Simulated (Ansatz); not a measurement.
Spinel MgAl2O4, treated with revPBE (plane waves, PAW; Ansatz, an electronic-structure program).

Run with plane-wave cutoff 520 eV, 8×8×8 k mesh, Fermi–Dirac smearing 0.01 eV, scalar-relativistic PAW data made under PBE.

On both sides of the equilibrium volume: at 9.717 Å³/atom the pressure is 3.66 GPa and the direct gap at Γ 5.257 eV; at 10.114 Å³/atom they are -3.29 GPa and 4.890 eV. The fitted bulk modulus is 173 GPa.

Problem. Work out the volume deformation potential of this gap and its pressure coefficient, in two ways.

Solution. a_V = dE_g/d ln V = (4.890 − 5.257)/ln(10.114/9.717) = -9.16 eV. Since dP = −B d ln V, dE_g/dP = −a_V/B = 53 meV/GPa. Straight from the pressures: (5.257 − 4.890)/(3.66 − (-3.29)) = 53 meV/GPa. At this level and over this range the gap at Γ widens under pressure.

Note: the bulk modulus comes from volumes at which shape and atoms were relaxed.
